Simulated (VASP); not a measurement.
A VASP 6.6.1 single-point calculation on HgTe

INCAR

```
IBRION = -1
ENCUT = 300
MAGMOM = 2 -2
SIGMA = 0.3
ISPIN = 2
LASPH = .TRUE.
NELM = 63
EDIFF = 1E-7
GGA = PE
LCHARG = .FALSE.
NBANDS = 16
PREC = Accurate
LREAL = .FALSE.
LWAVE = .FALSE.
ISMEAR = 0
ISIF = 2
NSW = 0
```

KPOINTS

```
KPOINTS created by Atomic Simulation Environment
0
Gamma
6 6 6
0 0 0
```

POSCAR

```
Hg Te
 1.0000000000000000
     0.0000000000000000    3.3220494652000001    3.3220494652000001
     3.3220494652000001    0.0000000000000000    3.3220494652000001
     3.3220494652000001    3.3220494652000001    0.0000000000000000
 Hg  Te
   1   1
Cartesian
  0.0000000000000000  0.0000000000000000  0.0000000000000000
  1.6610247326000001  1.6610247326000001  1.6610247326000001
```

The recommended PBE PAW datasets give the neutral cell 18 valence electrons.

Command

```
mpirun -np 1 vasp_std
```

OSZICAR

```
N       E                     dE             d eps       ncg     rms          rms(c)
DAV:   1     0.733304249466E+02    0.73330E+02   -0.60014E+03  1056   0.615E+02
DAV:   2    -0.674130424256E+00   -0.74005E+02   -0.70246E+02  1264   0.184E+02
DAV:   3    -0.293357586058E+01   -0.22594E+01   -0.22566E+01  1232   0.331E+01
DAV:   4    -0.295798670153E+01   -0.24411E-01   -0.24410E-01  1600   0.290E+00
DAV:   5    -0.295803319222E+01   -0.46491E-04   -0.46491E-04  1304   0.110E-01    0.106E+01
DAV:   6    -0.360403215256E+01   -0.64600E+00   -0.70304E-01  1136   0.934E+00    0.613E+00
DAV:   7    -0.364743698739E+01   -0.43405E-01   -0.21458E-01  1112   0.327E+00    0.367E+00
DAV:   8    -0.364213422362E+01    0.53028E-02   -0.10408E-02  1272   0.700E-01    0.170E+00
DAV:   9    -0.364193594948E+01    0.19827E-03   -0.37744E-03  1112   0.514E-01    0.324E-01
DAV:  10    -0.364219987231E+01   -0.26392E-03   -0.66766E-04  1216   0.188E-01    0.152E-01
DAV:  11    -0.364223720412E+01   -0.37332E-04   -0.40909E-05  1256   0.408E-02    0.428E-02
DAV:  12    -0.364226268638E+01   -0.25482E-04   -0.25873E-05  1160   0.353E-02    0.133E-02
DAV:  13    -0.364226844386E+01   -0.57575E-05   -0.50490E-06  1200   0.146E-02    0.868E-03
DAV:  14    -0.364227013563E+01   -0.16918E-05   -0.20154E-06  1144   0.897E-03    0.571E-03
DAV:  15    -0.364227018284E+01   -0.47217E-07   -0.36755E-07  1240   0.412E-03
   1 F= -.36422702E+01 E0= -.36400735E+01  d E =-.439345E-02  mag=    -0.0000
```

It converged. Results: pressure 0.0 GPa; magnetic moment of the cell 0.00 μB.

For comparison, a separate PBE run of the intended cell, on usual settings and not on those above, gives a gap of 0.00 eV on its mesh and a pressure of 0.2 GPa.

The run above took about 20 s on one core of a shared host (Intel Xeon Platinum 8488C) and held 0.17 GiB at most.
